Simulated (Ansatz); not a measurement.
**MgO: a sublattice moved along a line**

Computed with Ansatz 0.2.0, DFT r2SCAN, scalar-relativistic, plane waves, PAW. Cutoff 500 eV, Γ-centred 10×10×10 k-points, Gaussian smearing of 0.05 eV. No spin polarisation. Energies are free energies at this smearing, counted from the undisturbed cell; pressure is positive in compression.

Reference structure (as given, not relaxed at this level; it stands at -7.1 GPa):

```
CELL_PARAMETERS angstrom
0.00000 2.13515 2.13515
2.13515 0.00000 2.13515
2.13515 2.13515 0.00000
ATOMIC_POSITIONS crystal
Mg 0.00000 0.00000 0.00000
O 0.50000 0.50000 0.50000
```

Every O atom is moved by x along the Cartesian unit vector (0.707, 0.707, 0.000); the cell and all other atoms stay fixed.

| x (Å) | ΔE (meV/cell) |
| --- | --- |
| -0.1000 | 22.5 |
| -0.0500 | 5.6 |
| 0.0000 | 0.0 |
| 0.0125 | 0.3 |
| 0.0250 | 1.4 |
| 0.0375 | 3.1 |
| 0.0625 | 8.8 |
| 0.0750 | 12.6 |
| 0.0875 | 17.2 |

Task: Predict the force along x on the moved atoms (eV/Å) at each point.

Result:
```csv
x (Å),force along x on the moved atoms (eV/Å)
-0.1000,0.45
-0.0500,0.22
0.0000,0.00
0.0125,-0.06
0.0250,-0.11
0.0375,-0.17
0.0625,-0.28
0.0750,-0.34
0.0875,-0.40
```